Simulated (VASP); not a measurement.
Write the native input for VASP 6.6.1 that does the following.

```
Task                   : single point
Functional             : PBE
Potentials or basis    : VASP PAW PBE potentials, release 64 (Fe)
Cutoff                 : 520 eV
k mesh                 : 13 × 13 × 13
Occupations            : fermi-dirac, width 0.05 eV
Spin                   : collinear spin, ferromagnetic start
Starting moments       : [3.0] μB
Further INCAR settings : ALGO = Normal; EDIFF = 1e-07; NBANDS = 14
```

The structure of Fe lies in POSCAR:

```
Fe
1.0
   -1.4815330000      1.4342380000      1.4590090000
    1.4675270000     -1.4309640000      1.4417290000
    1.4535380000      1.4029680000     -1.4557350000
Fe
1
Direct
   -0.0127860000     -0.0069470000     -0.0146850000
```

The cell isn't the ideal one: cell strained at random at fixed volume.

These files were run (other wordings do the same):

INCAR

```
PREC     = Accurate       # precision mode
ENCUT    = 520            # plane-wave cutoff, eV
EDIFF    = 1E-7           # SCF threshold, eV
ISMEAR   = -1             # smearing method
SIGMA    = 0.05           # smearing width, eV
LREAL    = F              # projectors in reciprocal space
LASPH    = T              # aspherical terms in the spheres
NELM     = 150            # most SCF steps
ALGO     = Normal         # electronic algorithm
ISIF     = 2              # what is computed and relaxed
LWAVE    = F              # write WAVECAR
LCHARG   = F              # write CHGCAR
ISPIN    = 2              # spin polarisation
MAGMOM   = 3              # initial moments
LORBIT   = 11             # projections on sites
LMAXMIX  = 4              # l up to which the mixer works
GGA      = PE             # functional
NBANDS   = 14             # bands
```

KPOINTS

```
regular mesh
0
Gamma
  13 13 13
```

Potentials or basis: VASP PAW PBE potentials, release 64 (Fe).

Launch:

```bash
$ cat potpaw_PBE.64/Fe/POTCAR > POTCAR
$ mpirun -np 1 vasp_std > vasp.out
```

Results of the run:

```yaml
Pressure: -8.9 GPa
Band_gap_on_the_k_mesh: none (metal or under the smearing width)
Net_moment: 2.29 μB per cell
Site_moments: Fe +2.30 μB
Valence_electrons_inside_the_program's_atomic_spheres: Fe 7.16
```

Wall time 8.9 min on 1 thread of AMD EPYC 7R43 64-Core Processor (Zen 3) (shared host), peak memory 0.32 GiB.
